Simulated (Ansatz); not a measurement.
A series in volume per atom on GaAs

Periodic Kohn-Sham DFT of a crystal at fixed atoms; pressure and stress are positive in compression; the energy is the free energy less that of spherical unpolarised free atoms; site moments are those in the method's own spheres, positive along +z. The results are calculated, by Ansatz 0.2.0.

Cell of the first row (space group F-43m, No. 216):
```
GaAs
1.0
      0.0000     2.7691     2.7691
      2.7691     0.0000     2.7691
      2.7691     2.7691     0.0000
Ga As
1 1
Direct
  0.00000 0.00000 0.00000
  0.75000 0.75000 0.75000
```

Settings of every row: method all-electron PAW; functional LDA; relativity scalar; k mesh 10x10x10; filling fermi-dirac; smearing width 0.08 eV; nucleus gaussian.

Atom start moment: 0 on all atoms.

Limits of some rows: small gap, it may come from the mesh (row 4, 5, 6, 7).

```csv
row,volume per atom (Å³),pressure (GPa)
1,21.234,?
2,21.686,1.092
3,22.138,-0.463
4,22.364,-1.17
5,22.59,-1.838
6,22.815,-2.466
7,23.041,-3.059
8,23.493,-4.147
9,23.945,-5.121
```

Question: what pressure should row 1 give?

Worked fit of pressure. Take u = (V_r/V)^(2/3) − 1 with V_r = 22.703 Å³ an atom, which is twice the finite (Eulerian) strain; such expansions in the strain, on which the Birch-Murnaghan equation of state is built, carry the rest volume and the bulk modulus. The shown rows have u = 0.03103, 0.01694, 0.01008, 0.00333, -0.00328, -0.0098, -0.02255, -0.03489. Least squares give pressure = −2.1577 + 94.792 × u + 302.55 × u² + 567 × u³ GPa; a parabola predicts inner rows, each left out in turn, worse (root mean square 0.0052 against 0.0012 GPa). The rows lie off it by 0.000, -0.001, 0.001, 0.001, -0.001, -0.001, 0.001, 0.000. The pressure vanishes at u = 0.0213, or V = 22 Å³ an atom, and there the bulk modulus at fixed shape and fractions is B = −V dP/dV = (2/3)(1 + u) dP/du = 73.8 GPa. The withheld row has u = 0.0456, so the fit gives −2.1577 + 94.792 × (0.0456) + 302.55 × (0.0456)² + 567 × (0.0456)³ = 2.848 GPa.

The calculation gave 2.842 GPa. The fit lies 0.006 GPa (0.075 % of the column's range) above it; its largest miss of a shown row is 0.001 GPa. This row lies beyond the range of the fit.
